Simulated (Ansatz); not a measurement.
Compare A (`NC1=C=CN1`) with its isomer B (`c1cn[nH]c1`).

Computed with Ansatz on PBE0-D4/def2-TZVP structures; ΔE is electronic, products minus reactants. CCSD(T)/CBS adds triple-zeta CCSD(T) − MP2 to the extrapolated MP2 energy (def2 sets, frozen cores). DFT in def2-TZVPP. B3LYP here is the variant with VWN-RPA as its local correlation; programs differ in this. One conformer a species, not always the lowest.

(1) Which is lower in electronic energy at CCSD(T)/CBS, and by how much? (Estimate.)

(2) Give E(B) − E(A) in kcal/mol with LDA (SPW92), r2SCAN-D4, PBE0-D4, CCSD(T)/def2-SVP, CCSD/def2-TZVPP, B3LYP-D4, PBE-D4. (An estimate is asked.)

(3) Does the order hold for the free energy at 298.15 K (harmonic terms from PBE0-D4)? (Estimate.)

Largest T1 diagnostic: 0.014.

Answers

(1) The calculation gave: B, by 88.3 kcal/mol.

(2) The calculation gave: LDA (SPW92) -93.2, r2SCAN-D4 -89.6, PBE0-D4 -89.8, CCSD(T)/def2-SVP -93.4, CCSD/def2-TZVPP -88.2, B3LYP-D4 -90.2, PBE-D4 -88.8. None reverses the order clearly.

(3) The calculation gave: Yes: G(B) − G(A) = -85.3 kcal/mol, for one conformer each.

From PBE to PBE0 (25 % exact exchange), in def2-TZVPP and without D4, E(B) − E(A) moves by −1.1 kcal/mol. At CCSD(T), def2-SVP lies −5.1 kcal/mol from the extrapolated value and def2-TZVPP −0.4 kcal/mol.
